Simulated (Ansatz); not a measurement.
# Sensitivity of the G0W0 gap of CdTe (F-43m)

Aim: change settings of a G0W0 run on CdTe (F-43m) and see what moves.

Calculated with Ansatz 0.2.0; G0W0 on PBE, plane waves, PAW.

### 1. Set-up

The structure is cubic, space group F-43m (No. 216). The conventional cell has a = 6.480 Å, b = 6.480 Å, c = 6.480 Å, α = 90.00°, β = 90.00°, γ = 90.00°. Cd has 4 Te at 2.81 Å nearest. Nearest to Te lie 4 Cd at 2.81 Å. Farther neighbours and most contacts between anions are not listed.

As a file:

```cif
data_structure
_symmetry_space_group_name_H-M 'F-43m'
_symmetry_Int_Tables_number 216
_cell_length_a 6.4800
_cell_length_b 6.4800
_cell_length_c 6.4800
_cell_angle_alpha 90.000
_cell_angle_beta 90.000
_cell_angle_gamma 90.000
_cell_volume 272.10
loop_
_atom_site_label
_atom_site_type_symbol
_atom_site_symmetry_multiplicity
_atom_site_Wyckoff_symbol
_atom_site_fract_x
_atom_site_fract_y
_atom_site_fract_z
_atom_site_occupancy
Cd1 Cd 4 a 0.00000 0.00000 0.00000 1
Te1 Te 4 d 0.25000 0.25000 0.75000 1
```

The cell and positions come from the Crystallography Open Database and are kept as given unless a step says otherwise. Spin-orbit coupling is left out unless a step names it. The default PAW set here is soft_2. Its files were made with PBE.

### 2. The base run: 4×4×4 mesh, 203 empty bands, screening to 120 eV

G0W0 replaces the xc potential by the self-energy, built once from these orbitals. Only a window of levels is corrected, while the sums run over the empty bands that the input names.

File input.yaml:

```yaml
crystal:
  lattice:
    - [0.0, 3.24, 3.24]
    - [3.24, 0.0, 3.24]
    - [3.24, 3.24, 0.0]
  atoms:
    - { symbol: Cd, position: [0.0, 0.0, 0.0] }
    - { symbol: Te, position: [0.25, 0.25, 0.25] }
kpoints:
  mp_grid: { grid: [4, 4, 4] }
hamiltonian:
  xc: pbe
scf:
  occupations: { method: fixed }
gw:
  n_empty_bands: 203
  ecut_chi: 120
  qp_bands: [v2, c2]
  qp_kpoints: band_edges
  screening: { model: contour_deformation }
```

On the command line:

```sh
ansatz run input.yaml --threads 3 --pin off --max-ram 92160MiB --backend cuda --events-out ev --progress --plain --runs-dir out --devices 1 --max-vram 13GiB  # rebuilt from the run's record
```

Numbers of over 12 decimals in the logs are rounded to 6 here.

Output:

```text
GPUs: using 1 of 1 available (devices: 1).
Engine: ansatz 0.2.0, x86_64-unknown-linux-gnu
Pseudopotentials: kind: paw
Pseudopotential: Cd, paw, valence charge 20, recommended cutoff 420 eV (normal), Cd.paw.azcp
Pseudopotential: Te, paw, valence charge 16, recommended cutoff 420 eV (normal), Te.paw.azcp
Functional definition: PBE
  parameter kappa = 0.804
  parameter beta = 0.066725
  exchange = pbe_x(kappa = kappa, mu = beta*pi^2/3)
  correlation = pbe_c(beta = beta)
device memory: the entry about to start is reckoned to put 1.1 GiB on a device that reports 51.2 GiB free (of which the cap on the GPU budget leaves the run 13.0 GiB)
GPU FFT provider: cuFFT
GPU libraries: cuBLAS 13.8.2, cuFFT 12.4.0, cuSOLVER 12.3.4
Crystal: 2 atoms, lattice volume = 68.024 Å³
Basis set: ecut = 420 eV, 1363 PW (Γ)
Bands: 22, of which v1, the nominal top of the filled ones, is band 18 counted from 1 (17 counted from 0)
Symmetry: 24 space group operations
Space group: F-43m (ITA 216), of the structure as read, at distance tolerance 4.1e-5 Å
k-points: 8 of 64 (time reversal used)
Non-local potential: Cd, projectors of the file, l = 0: 3, l = 1: 2, l = 2: 2, l = 3: 1
Non-local potential: Te, projectors of the file, l = 0: 2, l = 1: 2, l = 2: 2, l = 3: 2
PAW form: soft (Blöchl's): semilocal exchange-correlation on the pseudo side does not see the compensation charge
PAW one-centre angular grid: Cd, 590 points (default); XC on 64 Gauss nodes
PAW one-centre angular grid: Te, 590 points (default); XC on 64 Gauss nodes
Initial density: superposition of atomic densities (neutral atoms: chi_scale 0, normalization atom), corrected by the library's trained network
Initial wavefunctions: pseudopotential atomic-orbital guess
GPU buffer pool allocated for 32768 grid points (all kernels)
GPU transforms: local potential and band sums: pruned to the plane-wave sphere, on 30×32×32
Functional: x = pbe(κ = 0.804, μ = 0.219515), c = pbe(β = 0.066725)
SCF iter   1: F=—  HF=-15235.242811 eV  |F-HF|=—  |Δ(HF+E_count)|=         —  Δρ=6.83e-4  dr2=5.87e-4  ethr=1.77e-3  ⟨swp⟩=4.9  Hψ=686  notcnv=0  defer=14
preconditioner: auto → none  [insulator: Δε(μ)=0.753 eV  Ē_g=11.373 eV  n_scr=14 (ndim 8)  ℏωp=19.1 eV  f_vac=0.191  ε∞_Penn≈3.8]
SCF iter   2: F=—  HF=-15235.242897 eV  |F-HF|=—  |Δ(HF+E_count)|=   8.62e-5  Δρ=3.05e-4  dr2=5.50e-5  ethr=1.63e-6  ⟨swp⟩=4.1  Hψ=497  notcnv=0  defer=12
SCF iter   3: F=—  HF=-15235.242932 eV  |F-HF|=—  |Δ(HF+E_count)|=   3.45e-5  Δρ=1.04e-4  dr2=5.48e-6  ethr=1.53e-7  ⟨swp⟩=2.0  Hψ=320  notcnv=0  defer=12
SCF iter   4: F=—  HF=-15235.242954 eV  |F-HF|=—  |Δ(HF+E_count)|=   2.25e-5  Δρ=4.29e-5  dr2=9.66e-7  ethr=1.52e-8  ⟨swp⟩=2.0  Hψ=253  notcnv=0  defer=14
[...]
E_nonlocal   = -276.664330
  E_hartree    = 2733.827812
  E_xc         = -301.206715
  E_vxc        = -326.025417  (∫ρ·V_xc dr)
  E_paw        = -8745.987678  (= ΣΔE_a)
  E_vpaw       = -920.707399  (= ΣTr[D̂ρ^β])
  E_aug_tail   = -0.000149  (compensation charges beyond the density's cutoff)
  E_ewald      = -3912.024287
  E_smearing   = -0.000000  (= −TS)
  E_closure    = 0.000000  (closes the sum)
  Σ components = -15235.242963   (vs F -15235.242963, Δ=0.00e0)
--- Band table (eV; the first three rows and the last of 8) ---
  k-point 0: bands = [... 14 lower, -0.5564, 7.4933, 7.4933, 7.4933, 8.2549, 12.0932, 12.0932, 12.0932]
  k-point 1: bands = [... 14 lower, -0.5568, 4.7640, 7.0639, 7.0639, 9.4755, 12.6447, 12.6447, 12.8540]
  k-point 2: bands = [... 14 lower, -0.1996, 3.0635, 6.7169, 6.7169, 9.3049, 12.6857, 12.6857, 14.5530]
  k-point 7: bands = [... 14 lower, 0.0230, 3.3010, 5.1687, 5.2940, 11.7422, 12.1727, 13.0480, 13.8033]
--- G₀W₀: contour deformation, 8 samples at zero and on the imaginary axis and 2 off it, 64 q-points, 203 empty bands' worth ---
  eigenvalues of the whole cell's RPA ε∞ on this k-mesh (on a slab, of 1 + 4πα/V) = 26.1152, 26.1152, 26.1152; static W/v taken at q = 0 is 0.038292
  bands read: the sum over 221 bands ends inside a degenerate multiplet in 4 slots, whose members it reads at an even weight; the widest, k=0: bands 221 to 222 (counted from 1) at 1/2 each
  gw.qp_kpoints: band_edges: 5 of 8 stored k-points solved, in 1 pass; an edge of the gap read off the rows below is read off those points alone
    valence top: of the k-points left out ik 5 came nearest to being solved in a further pass, in band 18 (counted from 1, as in the quasiparticle table): it holds the edge there only if its correction is more favourable than any solved in that band by at least 0.807 eV; those differ by 0.110 eV
    conduction bottom: of the k-points left out ik 4 came nearest to being solved in a further pass, in band 19 (counted from 1, as in the quasiparticle table): it holds the edge there only if its correction is more favourable than any solved in that band by at least 1.959 eV; those differ by 0.269 eV
    ik  band        ε_KS         Σx   Σc(E_QP)       V_xc       Z   E_QP_lin       E_QP  E_QP is
     0    17      7.4933   -17.9153     1.5163   -15.8818  0.7367     6.9557     6.9761  root
     0    18      7.4933   -17.9153     1.5163   -15.8818  0.7367     6.9557     6.9761  root
     0    19      8.2549    -9.3458    -3.8728   -13.3112  0.7586     8.3479     8.3475  root
     0    20     12.0932    -6.6148    -4.1721   -10.8472  0.7406    12.1536    12.1533  root
     1    17      7.0639   -17.2942     1.6110   -15.1350  0.7335     6.4912     6.5157  root
     1    18      7.0639   -17.2942     1.6110   -15.1350  0.7335     6.4912     6.5157  root
     1    19      9.4755    -8.7018    -3.9077   -12.6953  0.7527     9.5616     9.5613  root
     1    20     12.6447    -6.7352    -4.3086   -11.1138  0.7353    12.7150    12.7148  root
[...]
6    17      5.6269   -15.6794     2.0644   -12.9877  0.7148     4.9584     4.9995  root
     6    18      5.6269   -15.6794     2.0644   -12.9877  0.7148     4.9584     4.9995  root
     6    19     10.0947    -5.9079    -3.6163    -9.3728  0.7623     9.9444     9.9433  root
     6    20     10.1631    -8.0919    -3.8108   -11.9388  0.7517    10.1993    10.1992  root
[key lines of the parts left out:]
SCF converged after 6 iterations
Free energy (F): -15235.242963 eV
Fermi energy:    7.493305 eV
```

The job ended after 8.3 s (1 × NVIDIA H100 80GB HBM3 (shared by 6 runs) with 3 threads of AMD EPYC 7R13 (Zen 3), shared host; peak memory 1.2 GiB; 10 s of CPU time).

Reading the cycles: dr2 is the Hartree energy of the density residual (eV), the measure of convergence; HF is the Harris–Foulkes estimate of the energy, which meets the free energy F at convergence.

This step gave:

```yaml
bands_summed: 221
rpa_eps_infinity_on_this_mesh_eigenvalues: 26.12, 26.12, 26.12
plane_waves_in_the_screening_matrix: 181
q_points_in_the_mesh: 64
g0w0_gap_on_the_mesh: 1.371 eV
k_of_the_valence_top: 0, 0, 0
k_of_the_conduction_bottom: 0, 0, 0
starting_gap_on_the_mesh: 0.7616 eV
z_at_the_valence_top: 0.7367
z_at_the_conduction_bottom: 0.7586
least_direct_g0w0_gap_on_the_computed_points: 1.371 eV
```

The gap on the mesh goes from 0.76 eV to 1.37 eV, a correction of +0.61 eV. Between the two edge states, bare exchange in place of the xc potential would open the gap by 6.00 eV, and correlation takes back 5.39 eV.

### 3. Variant: coarser q mesh

input.yaml: that of step 2 with these lines changed.

```diff
@@ -15,4 +15,4 @@
 gw:
-  n_empty_bands: 203
-  ecut_chi: 120
+  n_empty_bands: 154
+  ecut_chi: 100
   qp_bands: [v2, c2]
@@ -20 +20,2 @@
   screening: { model: contour_deformation }
+  q_mesh: [2, 2, 2]
```

Output:

```text
GPUs: using 1 of 1 available (devices: 1).
[...]
GPU FFT provider: cuFFT
GPU libraries: cuBLAS 13.8.2, cuFFT 12.4.0, cuSOLVER 12.3.4
Crystal: 2 atoms, lattice volume = 68.024 Å³
Basis set: ecut = 420 eV, 1363 PW (Γ)
Bands: 22, of which v1, the nominal top of the filled ones, is band 18 counted from 1 (17 counted from 0)
[... 1 set-up line as in the run before ...]
[...]
k-points: 8 of 64 (time reversal used)
[...]
GPU buffer pool allocated for 32768 grid points (all kernels)
[...]
SCF iter   1: F=—  HF=-15235.242811 eV  |F-HF|=—  |Δ(HF+E_count)|=         —  Δρ=6.83e-4  dr2=5.87e-4  ethr=1.77e-3  ⟨swp⟩=4.9  Hψ=686  notcnv=0  defer=14
[...]
SCF iter   6: F=-15235.242963 eV  HF=-15235.242963 eV  |F-HF|=3.50e-9  |Δ(HF+E_count)|=   4.90e-7  Δρ=1.06e-6  dr2=1.16e-9  ethr=1.28e-10  ⟨swp⟩=4.6  Hψ=689  notcnv=0
SCF 1 converged in 6 iterations: F = -15235.242963 eV  dr2 = 1.16e-9
[...]
NSCF: frozen V_eff on 8 k-points
[...]
G₀W₀ screening: q 1/3
[... further progress lines ...]
[...]
SCF converged after 6 iterations
Free energy (F): -15235.242963 eV
[...]
Internal energy: -15235.242963 eV  (E = F + TS)
E sigma→0 (E₀):  -15235.242963 eV
Fermi energy:    7.493305 eV
[...]
--- Band table (eV; the first three rows and the last of 8) ---
  k-point 0: bands = [... 14 lower, -0.5564, 7.4933, 7.4933, 7.4933, 8.2549, 12.0932, 12.0932, 12.0932]
  k-point 1: bands = [... 14 lower, -0.5568, 4.7640, 7.0639, 7.0639, 9.4755, 12.6447, 12.6447, 12.8540]
  k-point 2: bands = [... 14 lower, -0.1996, 3.0635, 6.7169, 6.7169, 9.3049, 12.6857, 12.6857, 14.5530]
  k-point 7: bands = [... 14 lower, 0.0230, 3.3010, 5.1687, 5.2940, 11.7422, 12.1727, 13.0480, 13.8033]
[...]
0    17      7.4933   -18.8554     2.5012   -15.8818  0.6934     6.9928     7.0209  root
     0    18      7.4933   -18.8554     2.5012   -15.8818  0.6934     6.9928     7.0209  root
     0    19      8.2549    -8.3641    -4.7564   -13.3112  0.7090     8.4489     8.4456  root
     0    20     12.0932    -6.2011    -4.6129   -10.8472  0.6993    12.1264    12.1263  root
     1    17      7.0639   -18.0476     2.4520   -15.1350  0.6931     6.5771     6.6035  root
     1    18      7.0639   -18.0476     2.4520   -15.1350  0.6931     6.5771     6.6035  root
     1    19      9.4755    -7.8739    -4.6716   -12.6953  0.7069     9.6272     9.6253  root
     1    20     12.6447    -6.5241    -4.5787   -11.1138  0.7007    12.6558    12.6558  root
[...]
6    17      5.6269   -16.1556     2.6371   -12.9877  0.6774     5.0545     5.0961  root
     6    18      5.6269   -16.1556     2.6371   -12.9877  0.6774     5.0545     5.0961  root
     6    19     10.0947    -5.3368    -4.1992    -9.3728  0.7139     9.9335     9.9315  root
     6    20     10.1631    -7.5407    -4.3669   -11.9388  0.7060    10.1944    10.1943  root
```

Run time: 6.1 s. Hardware: 1 × NVIDIA H100 80GB HBM3 (shared by 6 runs) with 3 threads; peak memory 1.1 GiB.

Against the base:

```tsv
setting	base	variant
empty bands	203	154
screening cutoff (eV)	120	100
q mesh	-	[2, 2, 2]
```

```tsv
quantity	variant	base
starting gap on the mesh	0.762	0.762
G0W0 gap on the mesh	1.425	1.371
least direct G0W0 gap on the computed points	1.425	1.371
Z at the valence top	0.693	0.737
Z at the conduction bottom	0.709	0.759
```

### 4. Variant: low screening cutoff

input.yaml: that of step 3 with these lines changed.

```diff
@@ -15,4 +15,4 @@
 gw:
-  n_empty_bands: 154
-  ecut_chi: 100
+  n_empty_bands: 203
+  ecut_chi: 25
   qp_bands: [v2, c2]
@@ -20,2 +20 @@
   screening: { model: contour_deformation }
-  q_mesh: [2, 2, 2]
```

Output:

```text
GPUs: using 1 of 1 available (devices: 1).
[...]
GPU FFT provider: cuFFT
GPU libraries: cuBLAS 13.8.2, cuFFT 12.4.0, cuSOLVER 12.3.4
Crystal: 2 atoms, lattice volume = 68.024 Å³
Basis set: ecut = 420 eV, 1363 PW (Γ)
Bands: 22, of which v1, the nominal top of the filled ones, is band 18 counted from 1 (17 counted from 0)
[... 1 set-up line as in the run before ...]
[...]
k-points: 8 of 64 (time reversal used)
[...]
GPU buffer pool allocated for 32768 grid points (all kernels)
[...]
SCF iter   1: F=—  HF=-15235.242811 eV  |F-HF|=—  |Δ(HF+E_count)|=         —  Δρ=6.83e-4  dr2=5.87e-4  ethr=1.77e-3  ⟨swp⟩=4.9  Hψ=686  notcnv=0  defer=14
[...]
SCF iter   6: F=-15235.242963 eV  HF=-15235.242963 eV  |F-HF|=3.50e-9  |Δ(HF+E_count)|=   4.90e-7  Δρ=1.06e-6  dr2=1.16e-9  ethr=1.28e-10  ⟨swp⟩=4.6  Hψ=689  notcnv=0
SCF 1 converged in 6 iterations: F = -15235.242963 eV  dr2 = 1.16e-9
[...]
G₀W₀ screening: q 1/8
[... further progress lines ...]
[...]
SCF converged after 6 iterations
Free energy (F): -15235.242963 eV
[...]
Internal energy: -15235.242963 eV  (E = F + TS)
E sigma→0 (E₀):  -15235.242963 eV
Fermi energy:    7.493305 eV
[...]
--- Band table (eV; the first three rows and the last of 8) ---
  k-point 0: bands = [... 14 lower, -0.5564, 7.4933, 7.4933, 7.4933, 8.2549, 12.0932, 12.0932, 12.0932]
  k-point 1: bands = [... 14 lower, -0.5568, 4.7640, 7.0639, 7.0639, 9.4755, 12.6447, 12.6447, 12.8540]
  k-point 2: bands = [... 14 lower, -0.1996, 3.0635, 6.7169, 6.7169, 9.3049, 12.6857, 12.6857, 14.5530]
  k-point 7: bands = [... 14 lower, 0.0230, 3.3010, 5.1687, 5.2940, 11.7422, 12.1727, 13.0480, 13.8033]
[...]
0    17      7.4933   -17.9153     1.9603   -15.8818  0.7506     7.4198     7.4200  root
     0    18      7.4933   -17.9153     1.9603   -15.8818  0.7506     7.4198     7.4200  root
     0    19      8.2549    -9.3458    -3.4917   -13.3112  0.7661     8.7443     8.7286  root
     0    20     12.0932    -6.6148    -3.8937   -10.8472  0.7479    12.4396    12.4319  root
     1    17      7.0639   -17.2942     2.0419   -15.1350  0.7466     6.9459     6.9466  root
     1    18      7.0639   -17.2942     2.0419   -15.1350  0.7466     6.9459     6.9466  root
     1    19      9.4755    -8.7018    -3.5440   -12.6953  0.7606     9.9388     9.9249  root
     1    20     12.6447    -6.7352    -4.0452   -11.1138  0.7423    12.9851    12.9780  root
[...]
6    17      5.6269   -15.6794     2.4371   -12.9877  0.7258     5.3682     5.3723  root
     6    18      5.6269   -15.6794     2.4371   -12.9877  0.7258     5.3682     5.3723  root
     6    19     10.0947    -5.9079    -3.5551    -9.3728  0.7655    10.0049    10.0045  root
     6    20     10.1631    -8.0919    -3.5519   -11.9388  0.7590    10.4632    10.4581  root
```

The job ended after 15 s (1 × NVIDIA H100 80GB HBM3 (shared by 6 runs) with 3 threads; peak memory 1.1 GiB; 20 s of CPU time).

Against the base:

```tsv
setting	base	variant
screening cutoff (eV)	120	25
```

```tsv
quantity	variant	base
starting gap on the mesh	0.762	0.762
G0W0 gap on the mesh	1.309	1.371
least direct G0W0 gap on the computed points	1.309	1.371
Z at the valence top	0.751	0.737
Z at the conduction bottom	0.766	0.759
```

### 5. Outcome

* base: 1.37 eV, 8.3 s
* coarser q mesh: 1.42 eV, 6.1 s
* low screening cutoff: 1.31 eV, 15 s

Coarser q mesh: the gap moves by +0.05 eV; such settings are too crude to quote. The variant differs from the base in empty bands, screening cutoff and q mesh together, so the change can't be laid to one of them. Low screening cutoff: the gap moves by −0.06 eV; such settings are too crude to quote. All runs here use a coarse mesh and modest cutoffs; they test settings and are not final values. The 4×4×4 mesh is coarse for this cell (its supercell is 18 Å along the shortest edge). The RPA ε∞ on it, from the PBE start, is 26.12; such meshes misread the long-range screening, most where the gap is narrow. The RPA ε∞ on this mesh reaches over 25; with a narrow direct gap a coarse mesh can overstate it, and the correction is then too small. The many-body steps are scalar-relativistic: spin-orbit coupling is not in them.

[Paths, hosts, dates, memory and timing lines, banners, echoed tables and standing remarks are left out of the program output.]

[Logs are printed without paths, hosts, clocks, repeated set-up lines and the standing remarks that a program may print on its own settings, such as how far it seeks lower states.]

[Runs of the session that timed out or met a known fault of the program may be left out.]

[Cells called generated may have been cut or substituted from an entry of the Crystallography Open Database or the Materials Project.]

[Hosts, paths, dates, database ids (printed as entryN), source tags and the programs' standing remarks are cut or masked in the printed files.]
